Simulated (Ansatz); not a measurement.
The system is NiO.

```
Ni O
1.0
     2.78306    0.00000    0.00000
    -1.39153    2.41020    0.00000
     0.00000    0.00000    2.71613
Ni O
1 1
Direct
  0.00000 0.00000 0.00000
  0.66667 0.33333 0.50000
```

Measurements of this composition are mostly on another form, of space group No. 225.

* Program: Ansatz 0.2.0
* Task: relaxation of cell and atoms
* Functional: HSE03
* Potentials or basis: Ansatz PAW
* Cutoff: 420 eV (not typed: the program's choice for these potentials)
* k mesh: 6 × 6 × 5
* Occupations: fermi-dirac, width 0.05 eV
* Spin: collinear spin, ferromagnetic start
* Starting moments: [1.0, 0.0] μB

At the start: volume 9.11 Å³/atom.

Question: Where does the relaxation end?

Answer: It ends after 7 steps and the volume is 9.34 Å³/atom (+2.5 %); space group P-6m2 (No. 187, to 0.05 Å); moment 2.00 μB per cell.

The path:
```
step  energy change (eV)  largest force (eV/Å)  volume (Å³)
   1              0.0000                0.0000        18.22
   2             -0.0117                0.0000        18.50
   3             -0.0121                0.0000        18.63
   4             -0.0119                0.0000        18.67
   5             -0.0145                0.0000        18.67
   6             -0.0145                0.0000        18.68
   7             -0.0146                0.0000        18.68
```

Final structure:
```
Ni O
1.0
     2.83033    0.00000    0.00000
    -1.41517    2.45114    0.00000
     0.00000    0.00000    2.69265
Ni O
1 1
Direct
  0.00000 0.00000 0.00000
  0.66667 0.33333 0.50000
```

Caveat: the k mesh is coarse (spacing up to 0.46 Å⁻¹), so the values aren't converged, least of all with exact exchange; the magnetic or orbital state may not be the lowest; the plane-wave basis is chosen anew once the cell has moved, so the energies of steps on either side of that aren't comparable; the pressure holds a Pulay correction of +0.8 GPa for the finite cutoff; a cell with one magnetic atom can't hold antiferromagnetic order, which such compounds often take; the PAW data sets come from PBE, with cores solved anew for the run's functional, which leaves a small shift of forces and pressure.
